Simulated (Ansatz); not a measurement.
# MgO: energy landscapes

One table from this session's results is given with a row withheld; the runs are named, their logs left out.

Computed with Ansatz 0.2.0 (DFT PBE, scalar-relativistic, plane waves, PAW, unless a step's input says otherwise).

**Starting point**

Symmetry: P6_3mc, No. 186, hexagonal system. The conventional cell has a = 3.308 Å, b = 3.308 Å, c = 4.983 Å, α = 90.00°, β = 90.00°, γ = 120.00°. Mg (site symmetry 3m) has 4 O at 1.97 to 1.99 Å as nearest neighbours. Around O (site symmetry 3m) lie 4 Mg at 1.97 to 1.99 Å.

As a file:

```cif
data_structure
_symmetry_space_group_name_H-M 'P6_3mc'
_symmetry_Int_Tables_number 186
_cell_length_a 3.3078
_cell_length_b 3.3078
_cell_length_c 4.9829
_cell_angle_alpha 90.000
_cell_angle_beta 90.000
_cell_angle_gamma 120.000
_cell_volume 47.22
loop_
_atom_site_label
_atom_site_type_symbol
_atom_site_symmetry_multiplicity
_atom_site_Wyckoff_symbol
_atom_site_fract_x
_atom_site_fract_y
_atom_site_fract_z
_atom_site_occupancy
Mg1 Mg 2 b 0.33333 0.66667 0.00216 1
O1 O 2 b 0.33333 0.66667 0.40244 1
```

It goes back to an entry of the Materials Project, which need not be the stable form.

The cell is taken as given, not relaxed at this level.

Set-up of the first run:

At fixed volume and fractional coordinates, lengths along (0.000, 0.000, 1.000) are scaled against those across it; ρ is that ratio over its starting value.

The input, input.yaml:

```yaml
crystal:
  lattice:
    - [3.4919221997, 0.0, 0.0]
    - [-1.7459610999, 3.024093333, 0.0]
    - [0.0, 0.0, 4.4712249954]
  atoms:
    - { symbol: Mg, position: [0.3333333333, 0.6666666667, 0.00215974] }
    - { symbol: Mg, position: [0.6666666667, 0.3333333333, 0.50215974] }
    - { symbol: O, position: [0.3333333333, 0.6666666667, 0.40244026] }
    - { symbol: O, position: [0.6666666667, 0.3333333333, 0.90244026] }
basis:
  ecutwfc: 420
kpoints:
  mp_grid: { grid: [9, 9, 6] }
hamiltonian:
  xc: pbe
scf:
  occupations: { method: gaussian, width: 0.05 }
output:
  forces: true
  stress: true
  eigenvalues: true
```

Among the steps run: Point ρ = 0.850; At ρ = 1.200; Point ρ = 0.920; ρ = 1.100; At ρ = 0.960; At ρ = 1.050; Point ρ = 0.800; Point ρ = 1.300.

One table of the session follows, with a row left open; its other results are not shown here.

It belongs to the step «The scan collected». The scan, with free energies counted from the undisturbed cell:

```
    ρ  ΔE (meV/atom)  pressure (GPa)  gap on the mesh (eV)
0.800          279.1            10.9                  3.29
0.850          141.3             6.5                  3.31
0.920              ?               ?                     ?
0.960            8.6             3.1                  3.42
1.000            0.0             3.3                  3.48
1.050           10.7             4.4                  3.56
1.100           41.1             6.1                  3.64
1.200          148.1            10.9                  3.67
1.300          302.7            17.1                  3.36
```

Estimate the missing values for ρ = 0.920.

Worked estimate for «ΔE (meV/atom)». A straight line through the neighbours (0.850, 141.3) and (0.960, 8.6) gives 141.3 + (8.6 − 141.3) × (0.920 − 0.850) / (0.960 − 0.850) = 56.9; a parabola fitted to 4 rows on both sides gives 31.7.

As computed: ΔE (meV/atom): 35.6; pressure (GPa): 3.6; gap on the mesh (eV): 3.37. In «ΔE (meV/atom)» the line misses by +21.3 and the parabola by -3.9.
